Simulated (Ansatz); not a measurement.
# SCF convergence of In$_{2}$GaAs$_{3}$ against the mixing preconditioner

Method: DFT r2SCAN, scalar-relativistic, plane waves, PAW in Ansatz.

```xyz
6
Lattice="-2.1402 2.1402 9.0601 2.1402 -2.1402 9.0601 2.1402 2.1402 -9.0601" Properties=species:S:1:pos:R:3 pbc="T T T"
In    0.0000    0.0000    6.1021
In    0.0000    0.0000   12.0181
Ga    0.0000    0.0000    0.0000
As    2.1402    0.0000    4.5300
As    0.0000    2.1402    1.3676
As    0.0000    2.1402    7.6924
```

```
plane-wave cutoff : 500 eV
Γ-centred k-mesh  : 12×12×12
occupation rule   : Gaussian smearing, 0.1 eV
spin treatment    : unpolarised
```

Each run starts from superposed atomic densities and uses the program's default quasi-Newton mixer with a history of 8, at most 120 iterations and the default threshold on the density residual; only the mixing preconditioner differs.

```csv
mixing preconditioner,iterations,converged,"density residual (eV) at iterations 1, 3, 5"
none,9,yes,2.7 0.13 0.001
kerker-dos,9,yes,2.7 0.1 0.001
ldos,9,yes,2.7 0.29 0.013
resta,10,yes,2.7 0.07 0.0019
```

Cost: 4 runs of about 4.6 core-minutes in all, on AMD EPYC 9R45 (Zen 5) (shared hosts).